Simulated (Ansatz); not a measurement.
**Property card for Ag**

Theory: DFT PBE, scalar-relativistic, plane waves, PAW in Ansatz 0.2.0.

Cutoff 420 eV; k points 22×22×22 on the computed 1-atom cell (Γ-centred); Gaussian smearing, width 0.10 eV; no spin polarisation.

The structure is relaxed at this level of theory with its symmetry kept, and needn't be the ground state of this composition.

```cif
data_structure
_symmetry_space_group_name_H-M 'P 1'
_symmetry_Int_Tables_number 1
_cell_length_a 2.9328
_cell_length_b 2.9328
_cell_length_c 2.9328
_cell_angle_alpha 60.000
_cell_angle_beta 60.000
_cell_angle_gamma 60.000
_cell_volume 17.84
loop_
_atom_site_label
_atom_site_type_symbol
_atom_site_fract_x
_atom_site_fract_y
_atom_site_fract_z
_atom_site_occupancy
Ag1 Ag 0.50000 0.50000 0.50000 1
```

* Space group: Fm-3m (No. 225)
* Volume per atom: 120.4 bohr³
* Energy over the standard state (uncorrected): -0.005 eV/atom
* Kohn–Sham band gap: none (metal)
* Density of states at the Fermi level: 0.3 states/eV per cell
* Bader charge by site (e): Ag (1 in the cell) 0.00

The cell was reached from a generator's guess, though it ends in a space group that the Crystallography Open Database lists for this formula.
